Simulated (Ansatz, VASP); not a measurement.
**Li in VASP and in Ansatz**

Contents of INCAR:

```
ALGO = Fast ; EDIFF = 1E-6
ENCUT = 520 ; GGA = PE
ISIF = 2 ; ISMEAR = 0
LASPH = T ; LCHARG = T
LELF = T ; LREAL = F
LVHAR = T ; LWAVE = F
NBANDS = 10 ; NELM = 100
PREC = Accurate ; SIGMA = 0.1
```

File KPOINTS:

```
k-points
0
Gamma
  6 6 6
```

POSCAR

```
Li
1.0
    1.7868739626      1.0316521633      4.2787836520
   -1.7868739626      1.0316521633      4.2787836520
    0.0000000000     -2.0633043267      4.2787836520
Li
2
Direct
    0.0577000000      0.0577000000      0.0577000000
    0.9423000000      0.9423000000      0.9423000000
```

Input for Ansatz:

```yaml
crystal:
  lattice:
    - [1.7868739626, 1.0316521633, 4.278783652]
    - [-1.7868739626, 1.0316521633, 4.278783652]
    - [0.0, -2.0633043267, 4.278783652]
  atoms:
    - { symbol: Li, position: [0.0577, 0.0577, 0.0577] }
    - { symbol: Li, position: [0.9423, 0.9423, 0.9423] }
basis:
  ecutwfc: 420
kpoints:
  mp_grid: { grid: [6, 6, 6] }
hamiltonian:
  xc: pbe
scf:
  occupations: { method: gaussian, width: 0.1 }
  lower_state_search: "off"
output:
  forces: true
  stress: true
  eigenvalues: true
```

Alike in both runs: task single point; functional PBE; k mesh 6 × 6 × 6; occupations gaussian, width 0.1 eV; no spin polarisation.

|  | VASP | Ansatz |
| --- | --- | --- |
| version | VASP 6.6.1 | Ansatz 0.2.0 |
| potentials or method | VASP PAW PBE potentials, release 64 (Li_sv) | scalar-relativistic, plane waves, PAW |
| plane-wave cutoff (eV) | 520 | 420 |
| valence electrons in the cell | 6 | 6 |

|  | VASP | Ansatz | Ansatz less VASP |
| --- | --- | --- | --- |
| gap on the k mesh at the Fermi level (eV) | none | none | - |
| rms of the force components (eV/Å) | 2.483 | 2.545 | +0.0617 |

Atom by atom the forces differ by 0.062 eV/Å (rms over components). A gap of «none» marks a metal or a gap that the smearing closes. With one functional, cell and mesh, what is left measures potentials, basis and numerics.

Caveats: forces of over 1 eV/Å show positions far from the minimum, so gaps and moduli don't describe the material at rest.
